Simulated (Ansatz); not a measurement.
LiCl, CsCl type, relaxed with r2SCAN. The symmetry is Pm-3m (No. 221, cubic); a = 3.271 Å in the conventional setting, 17.50 Å³ an atom. Li has 8 Cl at 2.83 Å; Cl has 8 Li at 2.83 Å.

```cif
data_structure
_symmetry_space_group_name_H-M 'Pm-3m'
_symmetry_Int_Tables_number 221
_cell_length_a 3.2711
_cell_length_b 3.2711
_cell_length_c 3.2711
_cell_angle_alpha 90.000
_cell_angle_beta 90.000
_cell_angle_gamma 90.000
_cell_volume 35.00
loop_
_atom_site_label
_atom_site_type_symbol
_atom_site_symmetry_multiplicity
_atom_site_Wyckoff_symbol
_atom_site_fract_x
_atom_site_fract_y
_atom_site_fract_z
_atom_site_occupancy
Li1 Li 1 a 0.00000 0.00000 0.00000 1
Cl1 Cl 1 b 0.50000 0.50000 0.50000 1
```

5 runs of Ansatz on this cell differ in the functional (and in the settings that go with it). Levels are in eV from each run's valence top; v1 is the last filled band, c1 the first empty one.

Run A, mean stress -0.3 GPa (compression positive):
```tsv
point	v2	v1	c1	c2
Γ	-0.91	-0.91	6.90	11.14
X	-0.39	-0.39	8.42	12.38
M	-3.67	0.00	7.54	12.74
```

Run B, mean stress +0.3 GPa (compression positive):
```tsv
point	v2	v1	c1	c2
Γ	-0.82	-0.82	4.42	8.61
X	-0.35	-0.35	5.85	9.49
M	-3.33	0.00	5.19	9.83
```

Run C, mean stress 0.0 GPa (compression positive):
```tsv
point	v2	v1	c1	c2
Γ	-0.84	-0.84	5.25	9.30
X	-0.36	-0.36	6.70	10.49
M	-3.40	0.00	5.82	10.85
```

Run D, mean stress -0.2 GPa (compression positive):
```tsv
point	v2	v1	c1	c2
Γ	-0.88	-0.88	5.68	9.96
X	-0.38	-0.38	7.17	11.01
M	-3.59	0.00	6.42	11.35
```

Run E, mean stress -0.3 GPa (compression positive):
```tsv
point	v2	v1	c1	c2
Γ	-0.89	-0.89	6.39	10.71
X	-0.38	-0.38	7.89	11.77
M	-3.62	0.00	7.16	12.10
```

Q: Match the runs to PBE, r2SCAN, HSE06, PBE0, r2SCAN0.

A: A is r2SCAN0, B is PBE, C is r2SCAN, D is HSE06, E is PBE0. In order of the gap: PBE 4.42, r2SCAN 5.25, HSE06 5.68, PBE0 6.39, r2SCAN0 6.90 eV.

Simulation only: spin-unpolarised, and no claim that this is the phase found in nature.

The program warns that its thresholds are loose for a hybrid's stress.

The meshes of the hybrids are coarse, so their gaps aren't converged to the digits shown.
